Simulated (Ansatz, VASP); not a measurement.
Zn: VASP beside Ansatz

```
Zn
1.0
     0.00000    2.91514    2.91514
     2.91514    0.00000    2.91514
     2.91514    2.91514    0.00000
Zn
2
Cartesian
  -0.7288 -0.7288 -0.7288
  0.7288 0.7288 0.7288
```

Change from the starting cell: volume scaled by 1, norm-conserving files.

Alike in both runs: task single point; functional PBE; k mesh 12 × 12 × 12; occupations fermi-dirac, width 0.05 eV; no spin polarisation.

|  | VASP | Ansatz |
| --- | --- | --- |
| version | VASP 6.6.1 | Ansatz 0.2.0 |
| potentials or method | VASP PAW PBE potentials, release 64 (Zn) | norm-conserving pseudopotentials, scalar-relativistic |
| plane-wave cutoff (eV) | 520 | 1143 |
| valence electrons in the cell | 24 | 40 |

|  | VASP | Ansatz | Ansatz less VASP |
| --- | --- | --- | --- |
| pressure (GPa) | 0.2 | 0.0 | -0.17 |

The two sets of potentials don't hold the same shells in valence.
